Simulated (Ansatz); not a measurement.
input.yaml

```yaml
crystal:
  lattice:
    - [2.8276119036, 0.0, 0.0]
    - [0.0, 2.898413667, 0.0]
    - [0.0, 0.0, 24.856899688]
  atoms:
    - { symbol: C, position: [0.5, 0.0, 0.3419573683] }
    - { symbol: W, position: [0.0, 0.5, 0.3756180406] }
    - { symbol: C, position: [0.5, 0.5, 0.4429393853] }
    - { symbol: W, position: [0.0, 0.0, 0.4766289979] }
    - { symbol: C, position: [0.5, 0.0, 0.5443159532] }
    - { symbol: W, position: [0.0, 0.5, 0.5755390938] }
    - { symbol: H, position: [0.25, 0.75, 0.6423213563] }
basis:
  ecutwfc: 420
kpoints:
  mp_grid: { grid: [10, 10, 1] }
hamiltonian:
  xc: pbesol
scf:
  occupations: { method: gaussian, width: 0.1 }
output:
  forces: true
  eigenvalues: true
  write_density: true
  write_potential: true
  elf: true
  volumetric_format: npy
relax:
  adjacent_minimum: "off"
  f_tol: 0.03
  max_steps: 70
  constraints: [{ sites: [0, 1, 2] }]
efield:
  axis: 3
  dipole_correction: true
  ramp_width: 0.04
```

Run as
```bash
ansatz run input.yaml --threads 2 --pin off --max-ram 5120MiB --backend cpu --events-out ev --progress --plain --runs-dir out
```

Computed with DFT PBEsol, scalar-relativistic, plane waves, PAW (Ansatz).

From the run's log, abridged:

```
Pseudopotentials: kind: paw
Pseudopotential: C, paw, valence charge 4, recommended cutoff 420 eV (normal)
Pseudopotential: W, paw, valence charge 14, recommended cutoff 420 eV (normal)
Pseudopotential: H, paw, valence charge 1, recommended cutoff 420 eV (normal)
Functional definition: PBEsol
Crystal: 7 atoms, lattice volume = 203.717 Å³
Basis set: ecut = 420 eV, 3979 PW (Γ), exchange–correlation on 40×40×360 points (8 copies of the dense FFT grid, shifted against one another)
Bands: 35, of which v1, the nominal top of the filled ones, is band 28 counted from 1 (27 counted from 0)
Symmetry: 1 space group operations
Space group: P1 (ITA 1), of the structure as read, at distance tolerance 5.9e-5 Å
k-points: 52 of 100 (time reversal used)
Initial density: superposition of atomic densities (neutral atoms: chi_scale 0, normalization atom), corrected by the library's trained network
Initial wavefunctions: pseudopotential atomic-orbital guess
Functional: x = pbesol(κ = 0.804, μ = 0.12345679), c = pbesol(β = 0.046)
SCF iter   1: F=—  HF=-31523.095172 eV  |F-HF|=—  |Δ(HF+E_count)|=         —  Δρ=1.49e-2  dr2=1.05e1  ethr=1.77e-3  p=-0.003 e·Å  D=-3.00e-3 V/Å  ΔV_dip=0.07 eV  dr2_dipole=3.69e0  V_vac-E_F(+/−)=5.98/5.91 eV  ⟨swp⟩=8.3  Hψ=9968  notcnv=0
efield: sawtooth ramp at fractional position 0.9721 (placed from the atoms, in the widest stretch of the axis that holds none; the zero of the levels goes with the place), width 0.0400; the density the first Hamiltonian is built on has a dipole p = -0.003 e·Å; the dipole correction subtracts the counter field D = -3.00e-3 V/Å, which shifts the + side's vacuum level by +0.07 eV against the − side's; the planar-averaged density in the ramp window peaks in size at 1.2e-5 e/Å³
SCF iter   2: F=—  HF=-31523.202371 eV  |F-HF|=—  |Δ(HF+E_count)|=   1.07e-1  Δρ=1.87e-2  dr2=1.52e1  ethr=1.77e-3  p=0.083 e·Å  D=7.36e-2 V/Å  ΔV_dip=-1.83 eV  dr2_dipole=5.85e0  V_vac-E_F(+/−)=4.40/6.23 eV  ⟨swp⟩=3.2  Hψ=3453  notcnv=0  defer=108
SCF iter   3: F=—  HF=-31522.825218 eV  |F-HF|=—  |Δ(HF+E_count)|=   3.77e-1  Δρ=6.34e-3  dr2=1.60e0  ethr=1.77e-3  p=0.040 e·Å  D=3.57e-2 V/Å  ΔV_dip=-0.89 eV  dr2_dipole=6.13e-1  V_vac-E_F(+/−)=5.20/6.09 eV  ⟨swp⟩=2.4  Hψ=2615  notcnv=0  defer=101
SCF iter   4: F=—  HF=-31522.794744 eV  |F-HF|=—  |Δ(HF+E_count)|=   3.05e-2  Δρ=1.06e-3  dr2=4.27e-2  ethr=1.77e-3  p=0.021 e·Å  D=1.84e-2 V/Å  ΔV_dip=-0.46 eV  dr2_dipole=1.62e-2  V_vac-E_F(+/−)=5.50/5.96 eV  ⟨swp⟩=1.6  Hψ=1946  notcnv=0  defer=89
SCF iter   5: F=—  HF=-31522.795604 eV  |F-HF|=—  |Δ(HF+E_count)|=   8.61e-4  Δρ=4.43e-4  dr2=1.87e-3  ethr=7.76e-5  p=0.023 e·Å  D=2.00e-2 V/Å  ΔV_dip=-0.50 eV  dr2_dipole=3.41e-4  V_vac-E_F(+/−)=5.47/5.97 eV  ⟨swp⟩=1.8  Hψ=2343  notcnv=0  defer=89
SCF iter   6: F=—  HF=-31522.795301 eV  |F-HF|=—  |Δ(HF+E_count)|=   3.03e-4  Δρ=1.78e-4  dr2=2.94e-4  ethr=3.40e-6  p=0.023 e·Å  D=2.04e-2 V/Å  ΔV_dip=-0.51 eV  dr2_dipole=8.18e-5  V_vac-E_F(+/−)=5.47/5.97 eV  ⟨swp⟩=2.0  Hψ=2477  notcnv=0  defer=89
SCF iter   7: F=—  HF=-31522.795319 eV  |F-HF|=—  |Δ(HF+E_count)|=   1.82e-5  Δρ=9.17e-5  dr2=1.53e-4  ethr=5.35e-7  p=0.023 e·Å  D=2.04e-2 V/Å  ΔV_dip=-0.51 eV  dr2_dipole=5.17e-5  V_vac-E_F(+/−)=5.47/5.97 eV  ⟨swp⟩=2.2  Hψ=2738  notcnv=0  defer=89
SCF iter   8: F=-31522.795306 eV  HF=-31522.795318 eV  |F-HF|=1.18e-5  |Δ(HF+E_count)|=   1.44e-6  Δρ=2.69e-5  dr2=1.04e-5  ethr=4.09e-8  p=0.023 e·Å  D=2.03e-2 V/Å  ΔV_dip=-0.51 eV  dr2_dipole=3.30e-6  V_vac-E_F(+/−)=5.47/5.97 eV  ⟨swp⟩=24.1  Hψ=20882  notcnv=0
SCF 1 converged in 8 iterations: F = -31522.795306 eV  dr2 = 1.04e-5
relax step   1: F+E_penalty+E_count = -31522.79530617 eV  Δ(F+E_penalty+E_count) = +0.000e0 eV  max|allowed force component| = 1.471e0 eV/Å  Δτ_max = 0.0000 Å  (8 SCF iters, dr2 threshold 2.25e-5 eV, accepted)
Initial density: handed on by an earlier stage of this run
Initial wavefunctions: those handed on with the density
SCF iter   1: F=—  HF=-31523.014729 eV  |F-HF|=—  |Δ(HF+E_count)|=         —  Δρ=8.77e-3  dr2=8.35e-1  ethr=1.39e-3  p=0.023 e·Å  D=2.03e-2 V/Å  ΔV_dip=-0.51 eV  dr2_dipole=1.89e-1  V_vac-E_F(+/−)=5.50/6.00 eV  ⟨swp⟩=1.5  Hψ=6877  notcnv=0  defer=103
efield: sawtooth ramp at fractional position 0.9721 (handed on by an earlier solve), width 0.0400; the density the first Hamiltonian is built on has a dipole p = 0.023 e·Å; the dipole correction subtracts the counter field D = 2.03e-2 V/Å, which shifts the + side's vacuum level by -0.51 eV against the − side's; the planar-averaged density in the ramp window peaks in size at 2.4e-6 e/Å³
SCF iter   2: F=—  HF=-31522.970026 eV  |F-HF|=—  |Δ(HF+E_count)|=   4.47e-2  Δρ=3.79e-3  dr2=9.00e-2  ethr=1.39e-3  p=0.031 e·Å  D=2.76e-2 V/Å  ΔV_dip=-0.69 eV  dr2_dipole=6.32e-3  V_vac-E_F(+/−)=5.28/5.97 eV  ⟨swp⟩=2.5  Hψ=2675  notcnv=0  defer=103
SCF iter   3: F=—  HF=-31522.961549 eV  |F-HF|=—  |Δ(HF+E_count)|=   8.48e-3  Δρ=1.65e-3  dr2=1.78e-2  ethr=1.64e-4  p=0.033 e·Å  D=2.90e-2 V/Å  ΔV_dip=-0.72 eV  dr2_dipole=4.96e-4  V_vac-E_F(+/−)=5.26/5.98 eV  ⟨swp⟩=2.7  Hψ=3475  notcnv=0  defer=106
SCF iter   4: F=—  HF=-31522.959049 eV  |F-HF|=—  |Δ(HF+E_count)|=   2.50e-3  Δρ=3.95e-4  dr2=9.76e-4  ethr=3.23e-5  p=0.033 e·Å  D=2.93e-2 V/Å  ΔV_dip=-0.73 eV  dr2_dipole=5.59e-5  V_vac-E_F(+/−)=5.25/5.97 eV  ⟨swp⟩=2.1  Hψ=2503  notcnv=0  defer=106
SCF iter   5: F=—  HF=-31522.959078 eV  |F-HF|=—  |Δ(HF+E_count)|=   2.88e-5  Δρ=1.32e-4  dr2=5.35e-5  ethr=1.82e-7  p=0.034 e·Å  D=3.01e-2 V/Å  ΔV_dip=-0.75 eV  dr2_dipole=7.08e-6  V_vac-E_F(+/−)=5.23/5.97 eV  ⟨swp⟩=25.1  Hψ=23936  notcnv=0
SCF iter   6: F=-31522.959070 eV  HF=-31522.959079 eV  |F-HF|=9.34e-6  |Δ(HF+E_count)|=   1.25e-6  Δρ=3.63e-5  dr2=9.64e-6  ethr=9.72e-8  p=0.034 e·Å  D=3.04e-2 V/Å  ΔV_dip=-0.76 eV  dr2_dipole=3.39e-6  V_vac-E_F(+/−)=5.22/5.97 eV  ⟨swp⟩=18.4  Hψ=21875  notcnv=0
SCF 2 converged in 6 iterations: F = -31522.959070 eV  dr2 = 9.64e-6
relax step   2: F+E_penalty+E_count = -31522.95906972 eV  Δ(F+E_penalty+E_count) = -1.638e-1 eV  max|allowed force component| = 1.349e0 eV/Å  Δτ_max = 0.1910 Å  (6 SCF iters, dr2 threshold 1.00e-4 eV, accepted)
SCF iter   1: F=—  HF=-31523.158044 eV  |F-HF|=—  |Δ(HF+E_count)|=         —  Δρ=7.00e-3  dr2=1.69e-1  ethr=3.27e-4  p=0.034 e·Å  D=3.04e-2 V/Å  ΔV_dip=-0.76 eV  dr2_dipole=9.43e-3  V_vac-E_F(+/−)=5.24/5.99 eV  ⟨swp⟩=2.0  Hψ=7066  notcnv=0  defer=108
efield: sawtooth ramp at fractional position 0.9721 (handed on by an earlier solve), width 0.0400; the density the first Hamiltonian is built on has a dipole p = 0.034 e·Å; the dipole correction subtracts the counter field D = 3.04e-2 V/Å, which shifts the + side's vacuum level by -0.76 eV against the − side's; the planar-averaged density in the ramp window peaks in size at 2.2e-6 e/Å³
SCF iter   2: F=—  HF=-31523.140009 eV  |F-HF|=—  |Δ(HF+E_count)|=   1.80e-2  Δρ=2.74e-3  dr2=5.61e-2  ethr=3.07e-4  p=0.042 e·Å  D=3.77e-2 V/Å  ΔV_dip=-0.94 eV  dr2_dipole=3.81e-3  V_vac-E_F(+/−)=5.05/5.99 eV  ⟨swp⟩=2.4  Hψ=2807  notcnv=0  defer=108
   ...
SCF 5 converged in 4 iterations: F = -31523.541589 eV  dr2 = 2.12e-5
relax step   5: F+E_penalty+E_count = -31523.54158895 eV  Δ(F+E_penalty+E_count) = -2.006e-1 eV  max|allowed force component| = 5.672e-1 eV/Å  Δτ_max = 0.1955 Å  (4 SCF iters, dr2 threshold 1.00e-4 eV, accepted)
SCF iter   1: F=—  HF=-31523.675491 eV  |F-HF|=—  |Δ(HF+E_count)|=         —  Δρ=5.97e-3  dr2=5.90e-2  ethr=9.15e-4  p=0.038 e·Å  D=3.42e-2 V/Å  ΔV_dip=-0.85 eV  dr2_dipole=3.35e-4  V_vac-E_F(+/−)=5.12/5.97 eV  ⟨swp⟩=4.4  Hψ=4540  notcnv=0  defer=103
efield: sawtooth ramp at fractional position 0.9721 (handed on by an earlier solve), width 0.0400; the density the first Hamiltonian is built on has a dipole p = 0.038 e·Å; the dipole correction subtracts the counter field D = 3.42e-2 V/Å, which shifts the + side's vacuum level by -0.85 eV against the − side's; the planar-averaged density in the ramp window peaks in size at 1.8e-6 e/Å³
SCF iter   2: F=—  HF=-31523.657880 eV  |F-HF|=—  |Δ(HF+E_count)|=   1.76e-2  Δρ=1.71e-3  dr2=8.56e-3  ethr=1.07e-4  p=0.038 e·Å  D=3.37e-2 V/Å  ΔV_dip=-0.84 eV  dr2_dipole=3.56e-4  V_vac-E_F(+/−)=5.14/5.98 eV  ⟨swp⟩=2.9  Hψ=3644  notcnv=0  defer=103
SCF iter   3: F=—  HF=-31523.656445 eV  |F-HF|=—  |Δ(HF+E_count)|=   1.43e-3  Δρ=5.33e-4  dr2=2.08e-3  ethr=1.56e-5  p=0.041 e·Å  D=3.60e-2 V/Å  ΔV_dip=-0.89 eV  dr2_dipole=1.51e-4  V_vac-E_F(+/−)=5.08/5.98 eV  ⟨swp⟩=2.3  Hψ=2982  notcnv=0  defer=103
SCF iter   4: F=—  HF=-31523.656155 eV  |F-HF|=—  |Δ(HF+E_count)|=   2.90e-4  Δρ=1.16e-4  dr2=4.48e-5  ethr=3.79e-6  p=0.039 e·Å  D=3.50e-2 V/Å  ΔV_dip=-0.87 eV  dr2_dipole=3.32e-6  V_vac-E_F(+/−)=5.11/5.98 eV  ⟨swp⟩=2.6  Hψ=2811  notcnv=0  defer=103
SCF iter   5: F=-31523.656160 eV  HF=-31523.656160 eV  |F-HF|=3.61e-7  |Δ(HF+E_count)|=   4.78e-6  Δρ=4.65e-5  dr2=5.54e-6  ethr=8.15e-8  p=0.039 e·Å  D=3.50e-2 V/Å  ΔV_dip=-0.87 eV  dr2_dipole=3.15e-7  V_vac-E_F(+/−)=5.11/5.98 eV  ⟨swp⟩=27.0  Hψ=23822  notcnv=0
SCF 6 converged in 5 iterations: F = -31523.656160 eV  dr2 = 5.54e-6
relax step   6: F+E_penalty+E_count = -31523.65616012 eV  Δ(F+E_penalty+E_count) = -1.146e-1 eV  max|allowed force component| = 2.956e-1 eV/Å  Δτ_max = 0.1950 Å  (5 SCF iters, dr2 threshold 1.00e-4 eV, accepted)
SCF iter   1: F=—  HF=-31523.731894 eV  |F-HF|=—  |Δ(HF+E_count)|=         —  Δρ=7.12e-3  dr2=7.13e-2  ethr=1.53e-3  p=0.039 e·Å  D=3.50e-2 V/Å  ΔV_dip=-0.87 eV  dr2_dipole=1.57e-3  V_vac-E_F(+/−)=5.11/5.98 eV  ⟨swp⟩=4.7  Hψ=4825  notcnv=0  defer=98
efield: sawtooth ramp at fractional position 0.9721 (handed on by an earlier solve), width 0.0400; the density the first Hamiltonian is built on has a dipole p = 0.039 e·Å; the dipole correction subtracts the counter field D = 3.50e-2 V/Å, which shifts the + side's vacuum level by -0.87 eV against the − side's; the planar-averaged density in the ramp window peaks in size at 1.8e-6 e/Å³
SCF iter   2: F=—  HF=-31523.714039 eV  |F-HF|=—  |Δ(HF+E_count)|=   1.79e-2  Δρ=1.92e-3  dr2=8.66e-3  ethr=1.30e-4  p=0.039 e·Å  D=3.43e-2 V/Å  ΔV_dip=-0.85 eV  dr2_dipole=5.22e-5  V_vac-E_F(+/−)=5.13/5.98 eV  ⟨swp⟩=2.9  Hψ=3796  notcnv=0  defer=103
SCF iter   3: F=—  HF=-31523.711199 eV  |F-HF|=—  |Δ(HF+E_count)|=   2.84e-3  Δρ=5.52e-4  dr2=8.49e-4  ethr=1.58e-5  p=0.040 e·Å  D=3.57e-2 V/Å  ΔV_dip=-0.89 eV  dr2_dipole=2.84e-5  V_vac-E_F(+/−)=5.09/5.98 eV  ⟨swp⟩=2.5  Hψ=3117  notcnv=0  defer=103
SCF iter   4: F=—  HF=-31523.710897 eV  |F-HF|=—  |Δ(HF+E_count)|=   3.01e-4  Δρ=7.51e-5  dr2=1.39e-5  ethr=1.54e-6  p=0.040 e·Å  D=3.52e-2 V/Å  ΔV_dip=-0.87 eV  dr2_dipole=1.73e-6  V_vac-E_F(+/−)=5.10/5.98 eV  ⟨swp⟩=2.9  Hψ=3536  notcnv=0  defer=103
SCF iter   5: F=-31523.710904 eV  HF=-31523.710903 eV  |F-HF|=5.10e-7  |Δ(HF+E_count)|=   5.77e-6  Δρ=2.43e-5  dr2=1.58e-6  ethr=2.53e-8  p=0.040 e·Å  D=3.51e-2 V/Å  ΔV_dip=-0.87 eV  dr2_dipole=2.85e-7  V_vac-E_F(+/−)=5.10/5.98 eV  ⟨swp⟩=25.3  Hψ=21378  notcnv=0
SCF 7 converged in 5 iterations: F = -31523.710904 eV  dr2 = 1.58e-6
  Residual-converged pass: ⟨swp⟩=1.0  Hψ=2028  notcnv=0  max |occ|·‖R‖ = 7.0e-9 eV (tolerance 1.0e-8 eV) dr2=1.58e-6  dr2_onsite=1.54e-8  max |Δocc| = 2.3e-10
relax step   7: F+E_penalty+E_count = -31523.71090363 eV  Δ(F+E_penalty+E_count) = -5.474e-2 eV  max|allowed force component| = 1.008e-1 eV/Å  Δτ_max = 0.2000 Å  (5 SCF iters, dr2 threshold 2.37e-5 eV, accepted)
SCF iter   1: F=—  HF=-31523.718948 eV  |F-HF|=—  |Δ(HF+E_count)|=         —  Δρ=2.64e-3  dr2=9.84e-3  ethr=1.94e-4  p=0.040 e·Å  D=3.51e-2 V/Å  ΔV_dip=-0.87 eV  dr2_dipole=2.75e-4  V_vac-E_F(+/−)=5.10/5.97 eV  ⟨swp⟩=3.0  Hψ=4004  notcnv=0  defer=106
efield: sawtooth ramp at fractional position 0.9721 (handed on by an earlier solve), width 0.0400; the density the first Hamiltonian is built on has a dipole p = 0.040 e·Å; the dipole correction subtracts the counter field D = 3.51e-2 V/Å, which shifts the + side's vacuum level by -0.87 eV against the − side's; the planar-averaged density in the ramp window peaks in size at 1.6e-6 e/Å³
SCF iter   2: F=—  HF=-31523.716609 eV  |F-HF|=—  |Δ(HF+E_count)|=   2.34e-3  Δρ=5.84e-4  dr2=8.52e-4  ethr=1.79e-5  p=0.038 e·Å  D=3.42e-2 V/Å  ΔV_dip=-0.85 eV  dr2_dipole=5.23e-6  V_vac-E_F(+/−)=5.13/5.98 eV  ⟨swp⟩=2.7  Hψ=3252  notcnv=0  defer=104
SCF iter   3: F=—  HF=-31523.716284 eV  |F-HF|=—  |Δ(HF+E_count)|=   3.25e-4  Δρ=1.76e-4  dr2=1.42e-4  ethr=1.55e-6  p=0.040 e·Å  D=3.54e-2 V/Å  ΔV_dip=-0.88 eV  dr2_dipole=2.22e-6  V_vac-E_F(+/−)=5.10/5.98 eV  ⟨swp⟩=2.6  Hψ=3120  notcnv=0  defer=104
SCF iter   4: F=—  HF=-31523.716255 eV  |F-HF|=—  |Δ(HF+E_count)|=   2.99e-5  Δρ=3.58e-5  dr2=5.23e-6  ethr=2.58e-7  p=0.039 e·Å  D=3.50e-2 V/Å  ΔV_dip=-0.87 eV  dr2_dipole=9.22e-8  V_vac-E_F(+/−)=5.11/5.98 eV  ⟨swp⟩=2.8  Hψ=3227  notcnv=0  defer=104
SCF iter   5: F=-31523.716255 eV  HF=-31523.716255 eV  |F-HF|=3.42e-7  |Δ(HF+E_count)|=   1.27e-7  Δρ=1.21e-5  dr2=3.90e-7  ethr=2.15e-9  p=0.039 e·Å  D=3.51e-2 V/Å  ΔV_dip=-0.87 eV  dr2_dipole=1.43e-9  V_vac-E_F(+/−)=5.11/5.98 eV  ⟨swp⟩=23.9  Hψ=20551  notcnv=0
SCF 8 converged in 5 iterations: F = -31523.716255 eV  dr2 = 3.90e-7
  Residual-converged pass: ⟨swp⟩=1.0  Hψ=2028  notcnv=0  max |occ|·‖R‖ = 7.0e-9 eV (tolerance 1.0e-8 eV) dr2=3.90e-7  dr2_onsite=4.31e-9  max |Δocc| = 1.8e-10
relax step   8: F+E_penalty+E_count = -31523.71625503 eV  Δ(F+E_penalty+E_count) = -5.351e-3 eV  max|allowed force component| = 1.999e-2 eV/Å  Δτ_max = 0.0831 Å  (5 SCF iters, dr2 threshold 1.18e-6 eV, accepted)
SCF iter   1: F=—  HF=-31523.716296 eV  |F-HF|=—  |Δ(HF+E_count)|=         —  Δρ=1.22e-5  dr2=3.91e-7  ethr=7.11e-10  p=0.039 e·Å  D=3.51e-2 V/Å  ΔV_dip=-0.87 eV  dr2_dipole=1.33e-9  V_vac-E_F(+/−)=5.11/5.98 eV  ⟨swp⟩=1.0  Hψ=4888  notcnv=0
efield: sawtooth ramp at fractional position 0.9721 (handed on by an earlier solve), width 0.0400; the density the first Hamiltonian is built on has a dipole p = 0.039 e·Å; the dipole correction subtracts the counter field D = 3.51e-2 V/Å, which shifts the + side's vacuum level by -0.87 eV against the − side's; the planar-averaged density in the ramp window peaks in size at 1.8e-6 e/Å³
SCF iter   2: F=—  HF=-31523.716255 eV  |F-HF|=—  |Δ(HF+E_count)|=   4.05e-5  Δρ=9.01e-6  dr2=3.94e-7  ethr=7.11e-10  p=0.039 e·Å  D=3.51e-2 V/Å  ΔV_dip=-0.87 eV  dr2_dipole=5.57e-9  V_vac-E_F(+/−)=5.11/5.98 eV  ⟨swp⟩=2.2  Hψ=2994  notcnv=0
SCF iter   3: F=-31523.716255 eV  HF=-31523.716255 eV  |F-HF|=1.21e-9  |Δ(HF+E_count)|=   2.73e-9  Δρ=2.36e-6  dr2=3.45e-8  ethr=1.82e-10  p=0.039 e·Å  D=3.51e-2 V/Å  ΔV_dip=-0.87 eV  dr2_dipole=4.91e-10  V_vac-E_F(+/−)=5.11/5.98 eV  ⟨swp⟩=11.9  Hψ=16376  notcnv=0
SCF 9 converged in 3 iterations: F = -31523.716255 eV  dr2 = 3.45e-8
relax step   9: F+E_penalty+E_count = -31523.71625524 eV  Δ(F+E_penalty+E_count) = -2.095e-7 eV  max|allowed force component| = 2.021e-2 eV/Å  Δτ_max = 0.0000 Å  (3 SCF iters, accepted)
WARN: The output density's exchange-correlation potential varies sharply where the density is thin. Do not read a vacuum level from v_tot or v_xc, or from such a field of the output density. On a cell that repeats whose density bears no net charge and no dipole along the vacuum's axis use v_es (v_loc + v_h of the components); under efield.dipole_correction with no amplitude use v_es + v_field, which holds any external_charges[].barrier, or the levels of the report's work_function block, which leave it out; under a non-zero efield.amplitude the vacuum is tilted and has no level; on a cell that repeats and bears such a dipole with no correction it is tilted too, and efield.dipole_correction wi ...
SCF converged after 3 iterations
Free energy (F): -31523.716255 eV
Harris-Foulkes:  -31523.716255 eV  (|F-HF|=1.21e-9)
Internal energy: -31523.700057 eV  (E = F + TS)
E sigma→0 (E₀):  -31523.708156 eV
Entropy (-TS):   -0.016198 eV (-2.314 meV/atom)
Fermi energy:    2.580127 eV
Dipole field:    D = 0.035040 V/Å  (p = 0.039449 e·Å, saw-weighted, corrected)
Work function:   Φ+ = 5.1062 eV   Φ− = 5.9772 eV
Levels:          The Fermi level and band energies are counted from a zero that moves with the ramp; work functions are not
--- Per-component energies (eV) ---
  E_band       = -1143.026508
  E_kinetic    = 1629.521122
  E_local      = -69921.972767  (includes V_loc(G=0)·N_el)
  E_nonlocal   = 87.645906
  E_hartree    = 34183.111163
  E_xc         = -947.642911
  E_vxc        = -905.338360  (∫ρ·V_xc dr)
  E_paw        = -25592.674897  (= ΣΔE_a)
  E_vpaw       = -400.116154  (= ΣTr[D̂ρ^β])
  E_aug_tail   = -0.001362  (compensation charges beyond the density's cutoff)
  E_efield     = 0.000691  (sawtooth field / dipole correction)
  E_vefield    = 0.991637  (∫n·V_field dr)
  E_ewald      = 29037.584321
  E_core_change = 0.728678  (= ΣΔE_core)
  E_smearing   = -0.016198  (= −TS)
--- Forces (eV/Å), atoms counted from 1 ---
  atom   1  C     -0.00016832     0.00034688     2.72775593
  atom   2  W      0.00100765     0.00069107    -2.64200124
  atom   3  C      0.00399430     0.00581818    -0.08696470
  atom   4  W     -0.00114694     0.00008486    -0.00221825
  atom   5  C     -0.00282048    -0.00408968     0.00907994
  atom   6  W     -0.00002196    -0.00290924    -0.02020588
  atom   7  H     -0.00084193     0.00005713     0.01461014
--- Band table (eV; the first three rows and the last of 52) ---
  k-point 0: bands = ["-71.3397", "-71.2902", "-71.2578", "-35.9796", "-35.6830", "-35.3978", "-35.3605", "-35.3349", "-35.2837", "-35.2713", "-35.2064", "-35.1920", "-11.4993", "-10.1671", "-8.7549", "-4.0572", "-3.0988", "-1.9520", "-1.2648", "-1.0178", "-0.6925", "-0.6094", "-0.4054", "-0.3228", "0.7237", "0.9099", "2.3227", "3.0261", "4.9929", "5.4074", "5.7362", "5.7925", "6.5654", "6.6929", "6.9917"]
  k-point 1: bands = ["-71.3362", "-71.2869", "-71.2558", "-35.9625", "-35.6924", "-35.4506", "-35.3706", "-35.3536", "-35.3095", "-35.2658", "-35.2416", "-35.2022", "-11.3092", "-9.9934", "-8.5743", "-4.0658", "-3.1752", "-2.0389", "-1.1644", "-0.9294", "-0.7035", "-0.6440", "-0.2992", "-0.2545", "0.5678", "0.9225", "2.2435", "2.5724", "4.4673", "4.9839", "5.4641", "5.9725", "6.4591", "6.7303", "6.7754"]
  k-point 2: bands = ["-71.3271", "-71.2780", "-71.2508", "-35.9201", "-35.7452", "-35.5697", "-35.4711", "-35.4132", "-35.3353", "-35.3094", "-35.2511", "-35.1915", "-10.7788", "-9.5263", "-8.0974", "-4.1650", "-3.4260", "-2.4423", "-0.9946", "-0.8867", "-0.7776", "-0.5361", "-0.0494", "0.0924", "0.1311", "1.1279", "1.6912", "2.3147", "3.7552", "4.6079", "5.2060", "5.3531", "5.7478", "6.1614", "7.1834"]
  k-point 51: bands = ["-71.2611", "-71.2099", "-71.1995", "-35.9998", "-35.9257", "-35.9166", "-35.8904", "-35.8700", "-35.7076", "-35.5283", "-35.4171", "-35.3688", "-8.8568", "-8.6646", "-7.7207", "-3.6620", "-3.5977", "-3.5543", "-2.9822", "-2.1775", "-1.6618", "-0.8306", "-0.4689", "0.4327", "1.1422", "2.0898", "2.3500", "4.1212", "5.3927", "6.2556", "7.6424", "7.7684", "7.8226", "7.9205", "8.5677"]
--- Relaxed structure (9 steps of the walk, 9 accepted, 0 SCFs on fresh bases) ---
  F+E_penalty+E_count = -31523.71625524 eV   max|allowed force component| = 2.021e-2 eV/Å
  atoms:
    - { symbol: C, position: [0.5, 0.0, 0.34195736] }
    - { symbol: W, position: [0.0, 0.49999999, 0.3756180406] }
    - { symbol: C, position: [0.5, 0.49999999, 0.44293938] }
    - { symbol: W, position: [0.00013087, 0.00015745, 0.47672751] }
    - { symbol: C, position: [0.50028856, 0.00055122, 0.54400428] }
    - { symbol: W, position: [0.00028108, 0.50053412, 0.57543605] }
    - { symbol: H, position: [0.50034775, 0.50054890, 0.62619680] }
```

The relaxation met its thresholds.

It took 2.1 min on 2 threads of Intel(R) Xeon(R) Platinum 8488C (Sapphire Rapids), on a shared host, peak memory 0.64 GiB.

Spin–orbit coupling is left out, which can shift energies with elements as heavy as these.